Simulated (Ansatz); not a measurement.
The reference is GeTe (space group R3m, No. 160; a = 4.187 Å, c = 11.060 Å (hexagonal axes); layered).

Structures relaxed with DFT with r2SCAN, PAW potentials and a 500 eV plane-wave cutoff in Ansatz (an electronic-structure program), no SOC.

Base:

Simulated powder pattern, Cu Kα1, λ = 1.54056 Å (kinematic, ideal powder, no thermal factors, no anomalous dispersion; the 8 strongest lines at most, above 2 %, up to 2θ = 90°):

| 2θ (°) | I/Imax (%) | hkl |
|---|---|---|
| 29.43 | 100 | (012) |
| 41.01 | 35 | (104) |
| 43.18 | 37 | (110) |
| 53.12 | 19 | (202) |
| 61.07 | 11 | (024) |
| 67.66 | 12 | (116) |
| 70.77 | 16 | (122) |
| 77.70 | 10 | (214) |

Perturbation: the cell is scaled by 1.0079 in all directions, atoms relaxed at fixed cell.

After the change:

Simulated powder pattern, Cu Kα1, λ = 1.54056 Å (kinematic, ideal powder, no thermal factors, no anomalous dispersion; the 8 strongest lines at most, above 2 %, up to 2θ = 90°):

```json
[
 {"2θ (°)": "25.63", "I/Imax (%)": "11", "hkl": "(101)"},
 {"2θ (°)": "29.20", "I/Imax (%)": "100", "hkl": "(012)"},
 {"2θ (°)": "40.68", "I/Imax (%)": "34", "hkl": "(104)"},
 {"2θ (°)": "42.82", "I/Imax (%)": "37", "hkl": "(110)"},
 {"2θ (°)": "52.67", "I/Imax (%)": "19", "hkl": "(202)"},
 {"2θ (°)": "60.54", "I/Imax (%)": "10", "hkl": "(024)"},
 {"2θ (°)": "67.06", "I/Imax (%)": "11", "hkl": "(116)"},
 {"2θ (°)": "70.13", "I/Imax (%)": "16", "hkl": "(122)"}
]
```

The indices refer to the base's conventional cell; one index is shown for lines that coincide.

The cells carry an imposed strain or load. Stability against distortions was not tested. No dispersion term is included, though the crystal is made of layers, chains or molecules, so its spacings can come out too wide.
